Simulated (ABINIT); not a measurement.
# Cu (P-1) in ABINIT: convergence with pawecutdg

Aim: find how far pawecutdg must go before the results for Cu settle, at PBEsol. This setting moves, with any that are tied to it; all else stays.

Program: ABINIT 10.8.3 (patched build). These are calculated values, not measurements. Logs are shortened: lines on timing, memory, paths and dates and some standing lists are left out, and cuts for length are marked. The log counts tension as positive stress, the text compression.

**1. The cell of the first run**

The typed cell holds 1 atom: a = 2.437 Å, b = 2.430 Å, c = 2.511 Å, α = 109.47°, β = 106.90°, γ = 111.83°.

This isn't the form of Cu at room conditions, which is fcc.

The cell isn't the ideal one: cell strained at random at fixed volume.

**2. With pawecutdg 26.8**

File run.abi:

```
# Pseudopotentials
pp_dirpath "./"
pseudos "Cu.GGA_PBE-JTH.xml"

# Structure
acell 4.6043342397 4.5917910803 4.744645224
rprim
    -0.5790239823     0.5916728185     0.5609407310
     0.5728468249    -0.5986123881     0.5599193907
     0.5818875919     0.5993142008    -0.5497538714
ntypat 1
znucl 29
natom 1
typat 1
xcart
    -0.0028539411     0.0842401566     0.0183640600
chkprim 0
chksymtnons 0
tolsym 1.0e-6

# Plane-wave basis
ecut 26.0
pawecutdg 26.8
pawxcdev 0

# k points
kptopt 1
ngkpt 11 11 11
nshiftk 1
shiftk 0.0 0.0 0.0

# Exchange and correlation
ixc -116133

# Bands and occupations
nband 14
occopt 6
tsmear 0.05 eV

# SCF cycle
nstep 100
tolvrs 1.0e-9

# Output
iomode 3
prtwf 0
prtden 0
prteig 0
prtebands 0
enunit 1
```

Potentials or basis: JTH PAW PBE v2.0.

Run with:

```sh
$ abinit run.abi > log 2>&1
```

Wall time 2.4 min (1 thread of Arm Neoverse V1, shared host); peak memory 0.24 GiB.

Results (log left out):

```yaml
Free_energy: -5383.7867 eV
Pressure: -0.5 GPa
Band_gap_on_the_k_mesh: none (metal or under the smearing width)
Valence_electrons_inside_the_program's_atomic_spheres: Cu 17.38 (radii [1.0588] Å)
```

**3. With pawecutdg 31.2**

run.abi, as its differences from that of step 2:

```diff
@@ -22,3 +22,3 @@
 ecut 26.0
-pawecutdg 26.8
+pawecutdg 31.2
 pawxcdev 0
```

Potentials or basis: JTH PAW PBE v2.0.

Run with:

```sh
$ abinit run.abi > log 2>&1
```

Run time: 2.4 min. Hardware: 1 thread of Arm Neoverse V1, shared host; peak memory 0.24 GiB.

It converged, with:

```
Free energy                                           : -5383.7864 eV
Pressure                                              : -0.5 GPa
Band gap on the k mesh                                : none (metal or under the smearing width)
Valence electrons inside the program's atomic spheres : Cu 17.38 (radii [1.0588] Å)
```

**4. With pawecutdg 39**

run.abi, as its differences from that of step 3:

```diff
@@ -22,3 +22,3 @@
 ecut 26.0
-pawecutdg 31.2
+pawecutdg 39.0
 pawxcdev 0
```

Run with:

```sh
$ abinit run.abi > log 2>&1
```

Run time: 2.8 min. Hardware: 1 thread of Arm Neoverse V1, shared host; peak memory 0.24 GiB.

It converged, with:

| Item | Value |
| --- | --- |
| Free energy | -5383.7864 eV |
| Pressure | -0.6 GPa |
| Band gap on the k mesh | none (metal or under the smearing width) |
| Valence electrons inside the program's atomic spheres | Cu 17.39 (radii [1.0588] Å) |

**5. With pawecutdg 46.8**

run.abi, as its differences from that of step 4:

```diff
@@ -22,3 +22,3 @@
 ecut 26.0
-pawecutdg 39.0
+pawecutdg 46.8
 pawxcdev 0
```

Run with:

```sh
$ abinit run.abi > log 2>&1
```

It took 2.9 min on 1 thread of Arm Neoverse V1, shared host; peak memory 0.24 GiB.

The run converged. Its results:

```
Free energy                                           : -5383.7863 eV
Pressure                                              : -0.5 GPa
Band gap on the k mesh                                : none (metal or under the smearing width)
Valence electrons inside the program's atomic spheres : Cu 17.38 (radii [1.0588] Å)
```

**6. With pawecutdg 57.2**

run.abi, as its differences from that of step 5:

```diff
@@ -22,3 +22,3 @@
 ecut 26.0
-pawecutdg 46.8
+pawecutdg 57.2
 pawxcdev 0
```

Potentials or basis: JTH PAW PBE v2.0.

Run with:

```sh
$ abinit run.abi > log 2>&1
```

Run time: 2.7 min. Hardware: 1 thread of Arm Neoverse V1, shared host; peak memory 0.24 GiB.

It converged, with:

```
Free energy                                           : -5383.7863 eV
Pressure                                              : -0.5 GPa
Band gap on the k mesh                                : none (metal or under the smearing width)
Valence electrons inside the program's atomic spheres : Cu 17.39 (radii [1.0588] Å)
```

**7. With pawecutdg 70.2**

run.abi, as its differences from that of step 6:

```diff
@@ -22,3 +22,3 @@
 ecut 26.0
-pawecutdg 57.2
+pawecutdg 70.2
 pawxcdev 0
```

Run with:

```sh
$ abinit run.abi > log 2>&1
```

Run time: 2.8 min. Hardware: 1 thread of Arm Neoverse V1, shared host; peak memory 0.24 GiB.

The run converged. Its results:

```yaml
Free_energy: -5383.7863 eV
Pressure: -0.6 GPa
Band_gap_on_the_k_mesh: none (metal or under the smearing width)
Valence_electrons_inside_the_program's_atomic_spheres: Cu 17.38 (radii [1.0588] Å)
```

**8. With pawecutdg 85.8**

run.abi, as its differences from that of step 7:

```diff
@@ -22,3 +22,3 @@
 ecut 26.0
-pawecutdg 70.2
+pawecutdg 85.8
 pawxcdev 0
```

Potentials or basis: JTH PAW PBE v2.0.

Run with:

```sh
$ abinit run.abi > log 2>&1
```

run.abo:

```text
.Version 10.8.3 of ABINIT
 Symmetries : space group P-1 (#  2); Bravais aP (primitive triclinic)
================================================================================
 Values of the parameters that define the memory need of the present run
     intxc =       0    ionmov =       0      iscf =      17    lmnmax =      18
     lnmax =       6     mgfft =      24  mpssoang =       3    mqgrid =    3001
     natom =       1  nloc_mem =       2    nspden =       1   nspinor =       1
    nsppol =       1      nsym =       2    n1xccc =       1    ntypat =       1
    occopt =       6   xclevel =       2
       mpw =         500          nfft =       13824          nkpt =         666
 PAW method is used; the additional fine FFT grid is defined by:
   mgfftf=        40    nfftf =     64000
================================================================================
================================================================================

--------------------------------------------------------------------------------
------------- Echo of variables that govern the present computation ------------
--------------------------------------------------------------------------------
 -outvars: echo values of preprocessed input variables --------
            acell      4.6043342397E+00  4.5917910803E+00  4.7446452240E+00 Bohr
              amu      6.35460000E+01
          chkprim           0
      chksymtnons           0
             ecut      2.60000000E+01 Hartree
           enunit           1
                       outvar_i_n : Printing only first  50 k-points.
              ixc     -116133
                       outvar_i_n : Printing only first  50 k-points.
         kptrlatt       11    0    0      0   11    0      0    0   11
          kptrlen      5.05097019E+01
            natom           1
            nband          14
            ngfft          24      24      24
          ngfftdg          40      40      40
             nkpt         666
            nstep         100
             nsym           2
           ntypat           1
                       prtocc : prtvol=0, do not print more k-points.
           occopt           6
        pawecutdg      8.58000000E+01 Hartree
         pawxcdev           0
           prtden           0
        prtebands           0
           prteig           0
            prtwf           0
            rprim     -5.7902398230E-01  5.9167281850E-01  5.6094073100E-01
                       5.7284682490E-01 -5.9861238810E-01  5.5991939070E-01
                       5.8188759190E-01  5.9931420080E-01 -5.4975387140E-01
          spgroup           2
           tolsym      1.00000000E-06
           tolvrs      1.00000000E-09
           tsmear      1.83746611E-03 Hartree
            typat      1
           useylm           1
                       outvars : Printing only first  50 k-points.
           xangst     -1.5102405904E-03  4.4577971085E-02  9.7178420451E-03
            xcart     -2.8539411000E-03  8.4240156600E-02  1.8364060000E-02
             xred      1.8791999999E-02  2.8609999955E-03  1.4386999986E-02
            znucl       29.00000

================================================================================

 chkinp: Checking input parameters for consistency.

================================================================================
[... 107 lines left out ...]
    1        2.00090         17.38293687

================================================================================

 ----iterations are completed or convergence reached----

 Mean square residual over all n,k,spin=   28.378E-10; max=  18.988E-06
 reduced coordinates (array xred) for    1 atoms
       0.018791999999      0.002860999995      0.014386999986
 rms dE/dt=  0.0000E+00; max dE/dt=  0.0000E+00; dE/dt below (all hartree)
    1       0.000000000000      0.000000000000      0.000000000000

 cartesian coordinates (angstrom) at end:
    1     -0.00151024059035     0.04457797108538     0.00971784204506

 cartesian forces (hartree/bohr) at end:
    1     -0.00000000000000    -0.00000000000000    -0.00000000000000
 frms,max,avg= 0.0000000E+00 0.0000000E+00   0.000E+00  0.000E+00  0.000E+00 h/b

 cartesian forces (eV/Angstrom) at end:
    1     -0.00000000000000    -0.00000000000000    -0.00000000000000
 frms,max,avg= 0.0000000E+00 0.0000000E+00   0.000E+00  0.000E+00  0.000E+00 e/A
 length scales=  4.604334239700  4.591791080300  4.744645224000 bohr
              =  2.436508749377  2.429871195274  2.510758124657 angstroms
 Fermi (or HOMO) energy (eV) =   7.21293   Average Vxc (eV)= -12.29572
 Eigenvalues (   eV  ) for nkpt= 666  k points:
 kpt#   1, nband= 14, wtk=  0.00075, kpt=  0.0000  0.0000  0.0000 (reduced coord)
-105.05987  -62.51428  -62.50990  -62.50236   -2.37249    3.94393    4.08994    4.35167
   5.03735    5.32590   31.27985   32.88383   33.85000   35.15259
 prteigrs : prtvol=0 or 1, do not print more k-points.

--- !EnergyTerms
iteration_state     : {dtset: 1, }
comment             : Components of total free energy in Hartree
kinetic             :  1.09909362548282E+01
hartree             :  4.04709944485508E+01
xc                  : -2.73677968636928E+00
Ewald energy        : -1.22347637665682E+02
psp_core            :  9.14371672370780E+00
local_psp           : -1.01192737045238E+02
PAW spherical_terms : -3.21789916292047E+01
internal            : -1.97850498599407E+02
'-kT*entropy'       : -5.11069563286529E-07
total_energy        : -1.97850499110477E+02
total_energy_eV     : -5.38378635025530E+03
...

--- !EnergyTermsDC
iteration_state     : {dtset: 1, }
comment             : '"Double-counting" decomposition of free energy'
band_energy         : -1.98255788425011E+01
Ewald energy        : -1.22347637665682E+02
psp_core            :  9.14371672370780E+00
xc_dc               : -3.96611598603888E+01
PAW spherical_terms : -2.51598396911942E+01
internal            : -1.97850499336058E+02
'-kT*entropy'       : -5.11069563286529E-07
total_energy_dc     : -1.97850499847127E+02
total_energy_dc_eV  : -5.38378637030059E+03
...

--- !EnergyTermsWithPAWCore
iteration_state     : {dtset: 1, }
comment             : 'Components of total free energy, including PAW core contributions'
Total energy        : -1.65364865116598E+03
Total energy DC     : -1.65364865190263E+03
Total energy (eV)   : -4.49980721620229E+04
Total energy DC (eV): -4.49980721820682E+04
...

 Cartesian components of stress tensor (hartree/bohr^3)
  sigma(1 1)=  4.05355275E-05  sigma(3 2)= -3.16241943E-05
  sigma(2 2)= -3.27824004E-06  sigma(3 1)= -4.52316180E-05
  sigma(3 3)=  2.01880144E-05  sigma(2 1)=  1.46661413E-04

-Cartesian components of stress tensor (GPa)         [Pressure= -5.6337E-01 GPa]
- sigma(1 1)=  1.19259639E+00  sigma(3 2)= -9.30415920E-01
- sigma(2 2)= -9.64491519E-02  sigma(3 1)= -1.33076015E+00
- sigma(3 3)=  5.93951890E-01  sigma(2 1)=  4.31492775E+00

== END DATASET(S) ==============================================================
================================================================================

 -outvars: echo values of variables after computation  --------
            acell      4.6043342397E+00  4.5917910803E+00  4.7446452240E+00 Bohr
           etotal     -1.9785049985E+02
            fcart     -0.0000000000E+00 -0.0000000000E+00 -0.0000000000E+00
            rprim     -5.7902398230E-01  5.9167281850E-01  5.6094073100E-01
                       5.7284682490E-01 -5.9861238810E-01  5.5991939070E-01
                       5.8188759190E-01  5.9931420080E-01 -5.4975387140E-01
           strten      4.0535527541E-05 -3.2782400402E-06  2.0188014409E-05
                      -3.1624194336E-05 -4.5231617985E-05  1.4666141340E-04
           xangst     -1.5102405904E-03  4.4577971085E-02  9.7178420451E-03
             xred      1.8791999999E-02  2.8609999955E-03  1.4386999986E-02
 Calculation completed.
```

Wall time 2.9 min (1 thread of Arm Neoverse V1, shared host); peak memory 0.25 GiB.

Results:

```
Free energy                                           : -5383.7864 eV
Pressure                                              : -0.6 GPa
Band gap on the k mesh                                : none (metal or under the smearing width)
Valence electrons inside the program's atomic spheres : Cu 17.38 (radii [1.0588] Å)
```

**9. The series at a glance**

```csv
pawecutdg,energy less the tightest run (meV/atom),pressure (GPa),SCF cycles,CPU time (s),peak memory (GiB)
26.8,-0.34,-0.54,13,140,0.24
31.2,-0.06,-0.51,13,140,0.24
39,-0.01,-0.61,15,170,0.24
46.8,0.12,-0.55,16,170,0.24
57.2,0.09,-0.55,15,160,0.24
70.2,0.03,-0.57,15,170,0.24
85.8,0.00,-0.56,16,170,0.25
```

Against the tightest run, the energy stays within 1 meV/atom from 26.8 on; the pressure stays within 0.1 GPa from 26.8 on. The tightest run that finished is the yardstick and may itself not be fully converged.

Caveats: the PAW data sets were made with another functional, which shifts forces and pressure a little.
